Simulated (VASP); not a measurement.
**SiC in VASP: one cell, several levels of theory, part 1 of 2**

What does VASP give for wurtzite SiC, under -1.0 % biaxial strain in x and y, free along z, the cell held fixed? Runs: PBE, r2SCAN.

The runs shown are made with VASP 6.6.1. PAW datasets, plane waves. No spin polarisation and no zero-point or thermal motion.

## 1. The structure to begin with

The cell comes from an earlier relaxation with r2SCAN in another program, then strained, with the atoms relaxed again.

Space group P6_3mc (No. 186), hexagonal; conventional cell a = 3.045 Å, c = 5.057 Å, 10.15 Å³ an atom. Near Si stand 4 C at 1.87–1.89 Å; near C stand 4 Si at 1.87–1.89 Å.

As a file:

```cif
data_structure
_symmetry_space_group_name_H-M 'P6_3mc'
_symmetry_Int_Tables_number 186
_cell_length_a 3.0446
_cell_length_b 3.0446
_cell_length_c 5.0570
_cell_angle_alpha 90.000
_cell_angle_beta 90.000
_cell_angle_gamma 120.000
_cell_volume 40.60
loop_
_atom_site_label
_atom_site_type_symbol
_atom_site_symmetry_multiplicity
_atom_site_Wyckoff_symbol
_atom_site_fract_x
_atom_site_fract_y
_atom_site_fract_z
_atom_site_occupancy
Si1 Si 2 b 0.33333 0.66667 0.00021 1
C1 C 2 b 0.33333 0.66667 0.37479 1
```

## 2. PBE

File INCAR:

```
ENCUT = 520.000000
SIGMA = 0.020000
EDIFF = 1.00e-07
GGA = PE
PREC = Accurate
IBRION = -1
ISIF = 2
ISMEAR = -1
NBANDS = 16
NELM = 120
NSW = 0
LASPH = .TRUE.
LCHARG = .FALSE.
LWAVE = .FALSE.
LREAL = .FALSE.
```

File KPOINTS:

```
KPOINTS created by Atomic Simulation Environment
0
Gamma
12 12 6
0 0 0
```

File KPOINTS_OPT:

```
special points
6
Reciprocal
0.0000000000 0.0000000000 0.0000000000 1
0.5000000000 0.0000000000 0.0000000000 1
0.3333333333 0.3333333333 0.0000000000 1
0.0000000000 0.0000000000 0.5000000000 1
0.5000000000 0.0000000000 0.5000000000 1
0.3333333333 0.3333333333 0.5000000000 1
```

File POSCAR:

```
Si C
 1.0000000000000000
     3.0446026829952308    0.0000000000000000    0.0000000000000000
    -1.5223013414976154    2.6367032679041302    0.0000000000000000
     0.0000000000000000    0.0000000000000000    5.0570496432000001
 Si  C
   2   2
Cartesian
 -0.0000000000000001  1.7578021786027533  0.0010603942616810
  1.5223013414976152  0.8789010893013767  2.5295852158616809
 -0.0000000000000001  1.7578021786027533  1.8953332219383190
  1.5223013414976152  0.8789010893013767  4.4238580435383188
```

The run uses the recommended PBE PAW datasets (16 valence electrons a neutral cell).

Run with:

```bash
mpirun -np 1 vasp_std
```

Standard output, without the iteration lines:

```text
POSCAR found type information on POSCAR SiC
 POSCAR found :  2 types and       4 ions
 LDA part: xc-table for (Slater+PW92), standard interpolation
 POSCAR, INCAR and KPOINTS ok, starting setup
 FFT: planning ... GRIDC
 FFT: planning ... GRID_SOFT
 FFT: planning ... GRID
 WAVECAR not read
 entering main loop
 Start KPOINTS_OPT (optional k-point list driver)
k-point batch [1-6\6]
```

OSZICAR:

```text
N       E                     dE             d eps       ncg     rms          rms(c)
DAV:   1     0.270872686267E+02    0.27087E+02   -0.71624E+03  2432   0.897E+02
DAV:   2    -0.313090734568E+02   -0.58396E+02   -0.52904E+02  3480   0.159E+02
DAV:   3    -0.338841341271E+02   -0.25751E+01   -0.25634E+01  3280   0.306E+01
DAV:   4    -0.339023981873E+02   -0.18264E-01   -0.18260E-01  2912   0.319E+00
DAV:   5    -0.339025683891E+02   -0.17020E-03   -0.17020E-03  3240   0.291E-01    0.128E+01
DAV:   6    -0.301702402948E+02    0.37323E+01   -0.66181E+00  3056   0.158E+01    0.579E+00
DAV:   7    -0.300887689293E+02    0.81471E-01   -0.11661E+00  3440   0.631E+00    0.252E+00
DAV:   8    -0.300715671750E+02    0.17202E-01   -0.49391E-02  2800   0.141E+00    0.645E-01
DAV:   9    -0.300698849434E+02    0.16822E-02   -0.77366E-03  3160   0.599E-01    0.121E-01
DAV:  10    -0.300701796053E+02   -0.29466E-03   -0.98632E-04  2904   0.183E-01    0.569E-02
DAV:  11    -0.300702056509E+02   -0.26046E-04   -0.84963E-05  2920   0.666E-02    0.138E-02
DAV:  12    -0.300702064543E+02   -0.80342E-06   -0.59460E-06  3096   0.156E-02    0.423E-03
DAV:  13    -0.300702069735E+02   -0.51922E-06   -0.58685E-07  3080   0.495E-03    0.263E-03
DAV:  14    -0.300702069755E+02   -0.19913E-08   -0.25153E-08  1688   0.111E-03
   1 F= -.30070207E+02 E0= -.30070207E+02  d E =-.451035E-11
       N       E                     dE             ncg
DAV:   1     0.215184618370E+04   -0.24380E+04      192
DAV:   2     0.182746223570E+04   -0.32438E+03      280
DAV:   3     0.181561863531E+04   -0.11844E+02      240
DAV:   4     0.181553526989E+04   -0.83365E-01      248
DAV:   5     0.181553436051E+04   -0.90938E-03      240
DAV:   6     0.181553434602E+04   -0.14492E-04      248
DAV:   7     0.181553434572E+04   -0.29788E-06      240
DAV:   8     0.181553434572E+04   -0.70811E-08      184
```

The lines after F= are the extra pass for the points of KPOINTS_OPT, at fixed density; their E is not a total energy.

OUTCAR, selected sections:

```text
k-points           NKPTS =     76   k-points in BZ     NKDIM =     76   number of bands    NBANDS=     16

   NELECT =      16.0000    total number of electrons

   dimension x,y,z NGX =    24 NGY =   24 NGZ =   40
   dimension x,y,z NGXF=    48 NGYF=   48 NGZF=   80

  energy-cutoff  :      520.00
  volume of cell :       40.60
      direct lattice vectors                 reciprocal lattice vectors
     3.044602683  0.000000000  0.000000000     0.328450082  0.189630743  0.000000000
    -1.522301341  2.636703268  0.000000000     0.000000000  0.379261486  0.000000000
     0.000000000  0.000000000  5.057049643     0.000000000  0.000000000  0.197743758

 k-points in reciprocal lattice and weights: KPOINTS created by Atomic Simulation Env
   0.00000000  0.00000000  0.00000000       0.001
   0.08333333 -0.00000000  0.00000000       0.007
   0.16666667  0.00000000  0.00000000       0.007
   0.25000000  0.00000000  0.00000000       0.007
   0.33333333 -0.00000000  0.00000000       0.007
   0.41666667  0.00000000  0.00000000       0.007
   0.50000000  0.00000000  0.00000000       0.003
   0.08333333  0.08333333  0.00000000       0.007
[... 68 more k-points ...]

 E-fermi :   8.9068

 k-point     1 :       0.0000    0.0000    0.0000
  band No.  band energies     occupation
      1      -7.2456      2.00000
      2      -3.6989      2.00000
      3      -0.3716      2.00000
      4       7.2359      2.00000
      5       7.2359      2.00000
      6       8.2746      2.00000
      7       8.5068      2.00000
      8       8.5068      2.00000
      9      13.6327      0.00000
     10      14.6641      0.00000
     11      15.3549      0.00000
     12      15.3549      0.00000
     13      16.3937      0.00000
     14      17.6032      0.00000
     15      17.6032      0.00000
     16      19.8999      0.00000

 k-point     2 :       0.0833   -0.0000    0.0000
  band No.  band energies     occupation
      1      -7.1221      2.00000
      2      -3.5926      2.00000
      3      -0.2567      2.00000
      4       6.5453      2.00000
      5       7.0195      2.00000
      6       8.0414      2.00000
      7       8.2044      2.00000
      8       8.4376      2.00000
      9      14.0130      0.00000
     10      14.7004      0.00000
     11      15.2972      0.00000
     12      15.6104      0.00000
     13      16.6126      0.00000
     14      17.3124      0.00000
     15      17.9067      0.00000
     16      18.9873      0.00000

 k-point     3 :       0.1667    0.0000    0.0000
  band No.  band energies     occupation
      1      -6.7547      2.00000
      2      -3.2826      2.00000
      3       0.0793      2.00000
      4       5.0305      2.00000
      5       6.5315      2.00000
      6       6.9121      2.00000
      7       7.9414      2.00000
      8       8.2090      2.00000
      9      13.5405      0.00000
     10      15.1861      0.00000
     11      15.7274      0.00000
     12      16.0269      0.00000
     13      16.1401      0.00000
     14      17.7239      0.00000
     15      18.1793      0.00000
     16      18.5504      0.00000

 k-point     4 :       0.2500    0.0000    0.0000
  band No.  band energies     occupation
      1      -6.1547      2.00000
      2      -2.8046      2.00000
      3       0.5938      2.00000
      4       3.3612      2.00000
      5       5.5004      2.00000
      6       6.0029      2.00000
      7       7.4199      2.00000
      8       7.8808      2.00000
      9      12.6814      0.00000
     10      14.3078      0.00000
     11      15.7483      0.00000
     12      16.2898      0.00000
     13      16.6766      0.00000
     14      17.9430      0.00000
     15      18.6805      0.00000
     16      19.4824      0.00000

 k-point     5 :       0.3333   -0.0000    0.0000
  band No.  band energies     occupation
      1      -5.3498      2.00000
      2      -2.2763      2.00000
      3       0.9830      2.00000
      4       2.1711      2.00000
      5       4.0593      2.00000
      6       5.5660      2.00000
      7       6.6083      2.00000
      8       7.5671      2.00000
      9      11.9827      0.00000
     10      13.3265      0.00000
     11      15.8130      0.00000
     12      16.0417      0.00000
     13      16.9278      0.00000
     14      18.4023      0.00000
     15      19.5645      0.00000
     16      20.7464      0.00000

 k-point     6 :       0.4167    0.0000    0.0000
  band No.  band energies     occupation
      1      -4.4247      2.00000
      2      -2.0928      2.00000
      3       0.5948      2.00000
      4       2.4520      2.00000
      5       2.8311      2.00000
      6       5.2850      2.00000
      7       5.6631      2.00000
      8       7.3508      2.00000
      9      11.5330      0.00000
     10      12.7895      0.00000
     11      15.6032      0.00000
     12      15.7950      0.00000
     13      17.6699      0.00000
     14      18.6102      0.00000
     15      19.5579      0.00000
     16      20.9606      0.00000

 k-point     7 :       0.5000    0.0000    0.0000
  band No.  band energies     occupation
      1      -3.8240      2.00000
      2      -2.3728      2.00000
      3       0.6232      2.00000
      4       2.0811      2.00000
      5       2.9760      2.00000
      6       5.1228      2.00000
      7       5.1886      2.00000
      8       7.2744      2.00000
      9      11.3771      0.00000
     10      12.6268      0.00000
     11      15.5114      0.00000
     12      15.7022      0.00000
     13      18.4771      0.00000
     14      18.6919      0.00000
     15      18.7918      0.00000
     16      21.1481      0.00000

 k-point     8 :       0.0833    0.0833    0.0000
  band No.  band energies     occupation
      1      -6.8766      2.00000
      2      -3.3843      2.00000
      3      -0.0310      2.00000
      4       5.5795      2.00000
      5       6.4325      2.00000
      6       7.4455      2.00000
      7       8.0412      2.00000
      8       8.1783      2.00000
      9      14.4239      0.00000
     10      14.4590      0.00000
     11      15.3305      0.00000
     12      16.0705      0.00000
     13      16.7820      0.00000
     14      17.0130      0.00000
     15      18.1675      0.00000
     16      18.8876      0.00000

[... the tables of k-points 9 to 76 left out ...]

  Total        2.5241733      2.5241733      0.8877850      0.0000000      0.0000000     -0.0000000
  in kB       99.6186485     99.6186485     35.0371926      0.0000000      0.0000000     -0.0000000
  external PRESSURE =      78.0914965 kB  Pullay stress =       0.0000000 kB

 POSITION                                       TOTAL-FORCE (eV/Angst)
 -----------------------------------------------------------------------------------
      0.00000      1.75780      0.00106         0.000000      0.000000      0.016586
      1.52230      0.87890      2.52959        -0.000000      0.000000      0.016586
      0.00000      1.75780      1.89533        -0.000000      0.000000     -0.016586
      1.52230      0.87890      4.42386         0.000000     -0.000000     -0.016586
 -----------------------------------------------------------------------------------
    total drift:                                0.000000      0.000000     -0.000084

  FREE ENERGIE OF THE ION-ELECTRON SYSTEM (eV)
  ---------------------------------------------------
  free  energy   TOTEN  =       -30.0702069755 eV

  energy  without entropy=      -30.0702069755  energy(sigma->0) =      -30.07020698
```

Wall time 17 s (1 MPI rank of Intel Xeon 6975P-C, shared host); peak memory 0.2 GiB.

The levels at the points of KPOINTS_OPT are read from vasprun.xml.

Near the gap, in eV above the top of the last filled band v; c is the band after it:

```tsv
point	v−1	v	c	c+1
Γ	0.00	0.00	5.13	6.16
M	-3.32	-1.23	2.87	4.12
K	-4.12	-3.98	2.15	8.23
A	-0.69	-0.69	6.17	6.17
L	-2.45	-2.45	3.25	3.25
H	-1.85	-1.85	5.03	5.03
```

Gap with PBE: 2.15 eV, valence top at Γ, conduction bottom at K. Least direct gap: 4.10 eV. The pressure is 7.81 GPa, and the largest force is 0.017 eV/Å, on atom 1 (Si).

(Continued in part 2 of 2.)
